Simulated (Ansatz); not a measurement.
TiO2 (Anatase):

```
Ti O
1.0
    -1.89210    1.89210    4.75730
     1.89210   -1.89210    4.75730
     1.89210    1.89210   -4.75730
Ti O
2 4
Direct
  0.75000 0.25000 0.50000
  0.00000 0.00000 0.00000
  0.79190 0.79190 0.00000
  0.54190 0.04190 0.50000
  0.95810 0.45810 0.50000
  0.20810 0.20810 0.00000
```

| Item | Value |
| --- | --- |
| Program | Ansatz 0.2.0 |
| Task | relaxation of cell and atoms |
| Functional | PBE |
| Potentials or basis | Ansatz PAW earlier set |
| Cutoff | 910 eV |
| Density cutoff | 3640 eV |
| k mesh | 10 × 10 × 10 |
| Occupations | fermi-dirac, width 0.05 eV |
| Spin | no spin polarisation |

At the start: volume 11.35 Å³/atom.

Question: Where does the relaxation end?

Answer: It ends after 5 steps and the volume is 11.66 Å³/atom (+2.7 %); space group I4_1/amd (No. 141, to 0.05 Å).

Step by step:
```tsv
step	energy change (eV)	largest force (eV/Å)	volume (Å³)
1	0.0000	0.1059	68.13
2	-0.0249	0.0343	69.32
3	-0.0284	0.0050	69.94
4	-0.0288	0.0049	69.98
5	-0.0295	0.0049	69.98
```

Final structure:
```yaml
crystal:
  lattice:
    - [-1.90005, 1.90005, 4.84595]
    - [1.90005, -1.90005, 4.84595]
    - [1.90005, 1.90005, -4.84595]
  atoms:
    - { symbol: Ti, position: [0.75000, 0.25000, 0.50000] }
    - { symbol: Ti, position: [0.00000, 0.00000, 0.00000] }
    - { symbol: O, position: [0.79338, 0.79338, 0.00000] }
    - { symbol: O, position: [0.54338, 0.04338, 0.50000] }
    - { symbol: O, position: [0.95662, 0.45662, 0.50000] }
    - { symbol: O, position: [0.20662, 0.20662, 0.00000] }
```

Caveat: the plane-wave basis is chosen anew once the cell has moved, so the energies of steps on either side of that aren't comparable.
